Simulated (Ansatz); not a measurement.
MgO built on the rocksalt prototype, relaxed with r2SCAN in Ansatz. It is cubic, Fm-3m (No. 225); a = 4.204 Å in the conventional setting, 9.29 Å³ an atom. Around Mg lie 6 O at 2.10 Å; around O lie 6 Mg at 2.10 Å.

The axes x, y and z are those of this cell:
```xyz
2
Lattice="0.0000 2.1022 2.1022 2.1022 0.0000 2.1022 2.1022 2.1022 0.0000" Properties=species:S:1:pos:R:3 pbc="T T T"
Mg    0.0000    0.0000    0.0000
O     2.1022    2.1022    2.1022
```

Unstrained: With PBE the gap is 4.797 eV and direct, at Γ. r2SCAN gives a direct gap of 5.685 eV at Γ. The HSE06 gap is direct at Γ: 6.541 eV. Meshes: PBE 10×10×10, r2SCAN 10×10×10, HSE06 8×8×8. Strains are changes of length per length. After each strain the atoms were relaxed again with r2SCAN within the symmetry that the strain leaves, so tilts or polar shifts that break it weren't tested; points keep the names that they have in the unstrained zone. The values are computed, spin-unpolarised, and not measurements.

(1) Apply epitaxial -1.0 % in the plane normal to [111], free normal strain +0.34 %. How far does the gap move, against the unstrained cell?

(2) For epitaxial -4.0 % in the plane normal to [111], how far does the free direction move, and what happens to the gap?

(3) Estimate what epitaxial +2.0 % in the plane normal to [111], free normal strain -0.66 % does to the gap.

(4) Estimate what epitaxial +3.0 % in the plane normal to [111], free normal strain -0.99 % does to the gap.

(5) Apply epitaxial +4.0 % in the plane normal to [111], free normal strain -1.33 %. How far does the gap move, against the unstrained cell?

(6) For epitaxial -3.0 % in the plane normal to [111], how far does the free direction move, and what happens to the gap?

(7) Apply epitaxial +1.0 % in the plane normal to [111], free normal strain -0.33 %. How far does the gap move, against the unstrained cell?

(8) For epitaxial -2.0 % in the plane normal to [111], how far does the free direction move, and what happens to the gap?

(9) Order the strained cells by their HSE06 gap, smallest first.
A. epitaxial +4.0 % in the plane normal to [111]
B. epitaxial +2.0 % in the plane normal to [111]
C. epitaxial -3.0 % in the plane normal to [111]
D. epitaxial -4.0 % in the plane normal to [111]
E. epitaxial +3.0 % in the plane normal to [111]
F. epitaxial -2.0 % in the plane normal to [111]
G. epitaxial -1.0 % in the plane normal to [111]
H. epitaxial +1.0 % in the plane normal to [111]

Results:

(1) PBE: the gap goes from 4.797 to 4.924 eV (+0.127 eV); with r2SCAN the top three valence levels at Γ, degenerate before, become 2+1 from the top over 105 meV. r2SCAN: the gap goes from 5.685 to 5.819 eV (+0.134 eV). HSE06: the gap goes from 6.541 to 6.685 eV (+0.144 eV). The r2SCAN energy rises by 2.5 meV an atom.

(2) The normal strain at zero normal stress is +1.34 %, 0.34 of the in-plane strain with the sign turned. PBE: the gap goes from 4.797 to 5.275 eV (+0.478 eV); with r2SCAN the top three valence levels at Γ, degenerate before, become 2+1 from the top over 468 meV. r2SCAN: the gap goes from 5.685 to 6.187 eV (+0.502 eV). HSE06: the gap goes from 6.541 to 7.083 eV (+0.542 eV).

(3) PBE: the gap goes from 4.797 to 4.345 eV (-0.452 eV); with r2SCAN the top three valence levels at Γ, degenerate before, become 1+2 from the top over 189 meV. r2SCAN: the gap goes from 5.685 to 5.217 eV (-0.468 eV). HSE06: the gap goes from 6.541 to 6.060 eV (-0.481 eV). The r2SCAN energy rises by 9.2 meV an atom.

(4) PBE: the gap goes from 4.797 to 4.127 eV (-0.670 eV); least and direct gap lie within 0.04 eV, so its kind isn't settled; with r2SCAN the top three valence levels at Γ, degenerate before, become 1+2 from the top over 274 meV. r2SCAN: the gap goes from 5.685 to 4.991 eV (-0.694 eV). HSE06: the gap goes from 6.541 to 5.827 eV (-0.714 eV). The r2SCAN energy rises by 20.3 meV an atom.

(5) PBE: the gap goes from 4.797 to 3.914 eV (-0.883 eV); with r2SCAN the top three valence levels at Γ, degenerate before, become 1+2 from the top over 352 meV. r2SCAN: the gap goes from 5.685 to 4.769 eV (-0.916 eV). HSE06: the gap goes from 6.541 to 5.598 eV (-0.943 eV). The r2SCAN energy rises by 35.3 meV an atom.

(6) The normal strain at zero normal stress is +1.01 %, 0.34 of the in-plane strain with the sign turned. PBE: the gap goes from 4.797 to 5.165 eV (+0.368 eV); with r2SCAN the top three valence levels at Γ, degenerate before, become 2+1 from the top over 339 meV. r2SCAN: the gap goes from 5.685 to 6.071 eV (+0.386 eV). HSE06: the gap goes from 6.541 to 6.958 eV (+0.417 eV).

(7) PBE: the gap goes from 4.797 to 4.569 eV (-0.228 eV); with r2SCAN the top three valence levels at Γ, degenerate before, become 1+2 from the top over 98 meV. r2SCAN: the gap goes from 5.685 to 5.449 eV (-0.236 eV). HSE06: the gap goes from 6.541 to 6.299 eV (-0.242 eV). The r2SCAN energy rises by 2.4 meV an atom.

(8) The normal strain at zero normal stress is +0.67 %, 0.33 of the in-plane strain with the sign turned. PBE: the gap goes from 4.797 to 5.048 eV (+0.251 eV); with r2SCAN the top three valence levels at Γ, degenerate before, become 2+1 from the top over 218 meV. r2SCAN: the gap goes from 5.685 to 5.948 eV (+0.263 eV). HSE06: the gap goes from 6.541 to 6.825 eV (+0.284 eV).

(9) A (5.60 eV), E (5.83 eV), B (6.06 eV), H (6.30 eV), G (6.69 eV), F (6.82 eV), C (6.96 eV), D (7.08 eV).

The meshes of the hybrids are coarse, so their gaps aren't converged to the digits shown.

The splittings at Γ are without spin-orbit coupling, which regroups them where it is of like size or larger.
